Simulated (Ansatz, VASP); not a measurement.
## Two plane-wave programs on SnO2

INCAR

```
PREC = Accurate ; ENCUT = 520
EDIFF = 1E-6 ; ISMEAR = 0
SIGMA = 0.05 ; LREAL = False
LASPH = True ; NELM = 80
ALGO = Normal ; ISIF = 2
LWAVE = False ; LCHARG = False
GGA = PS ; NBANDS = 20
```

File KPOINTS:

```
regular mesh
0
Gamma
  12 12 12
```

POSCAR

```
SnO2
1.0
    1.5519000000      0.8959898828      4.1751333333
   -1.5519000000      0.8959898828      4.1751333333
    0.0000000000     -1.7919797655      4.1751333333
Sn O
1 2
Direct
    0.5000000000      0.5000000000      0.5000000000
    0.2414378084      0.2414378084      0.2414378084
    0.7585621916      0.7585621916      0.7585621916
```

Input for Ansatz:

```yaml
crystal:
  lattice:
    - [1.5519, 0.8959898828, 4.1751333333]
    - [-1.5519, 0.8959898828, 4.1751333333]
    - [0.0, -1.7919797655, 4.1751333333]
  atoms:
    - { symbol: Sn, position: [0.5, 0.5, 0.5] }
    - { symbol: O, position: [0.2414378084, 0.2414378084, 0.2414378084] }
    - { symbol: O, position: [0.7585621916, 0.7585621916, 0.7585621916] }
basis:
  ecutwfc: 520.0
kpoints:
  mp_grid: { grid: [12, 12, 12] }
hamiltonian:
  xc: pbesol
  pseudopotentials: { kind: paw, azcp: { folder: soft_1 } }
scf:
  occupations: { method: gaussian, width: 0.05 }
output:
  forces: true
  stress: true
  eigenvalues: true
```

Alike in both runs: task single point; functional PBEsol; k mesh 12 × 12 × 12; occupations gaussian, width 0.05 eV; no spin polarisation.

|  | VASP | Ansatz |
| --- | --- | --- |
| version | VASP 6.6.1 | Ansatz 0.2.0 |
| potentials or method | VASP PAW PBE potentials, release 64 (Sn_d, O) | scalar-relativistic, plane waves, PAW |
| plane-wave cutoff (eV) | 520 | 520 |
| valence electrons in the cell | 26 | 26 |

|  | VASP | Ansatz | Ansatz less VASP |
| --- | --- | --- | --- |
| gap on the k mesh at the Fermi level (eV) | 2.58 | 2.60 | +0.014 |
| least direct gap on the mesh (eV) | 2.73 | 2.74 | +0.006 |
| pressure (GPa) | 26.5 | 25.4 | -1.19 |
| largest component of the traceless stress (GPa) | 9.51 | 8.77 | -0.738 |
| rms of the force components (eV/Å) | 0.798 | 0.757 | -0.0405 |

Atom by atom the forces differ by 0.040 eV/Å (rms over components). Ansatz warned: «pseudo_functional_mismatch».

Caveats: so large a pressure means that the cell lies far from this level's equilibrium, or that cutoff or potentials fall short (VASP); the potentials were made for another functional, which shifts forces and pressure (VASP); spin-orbit coupling is left out, which moves the levels of the heavy elements. A k mesh can miss the band edges.
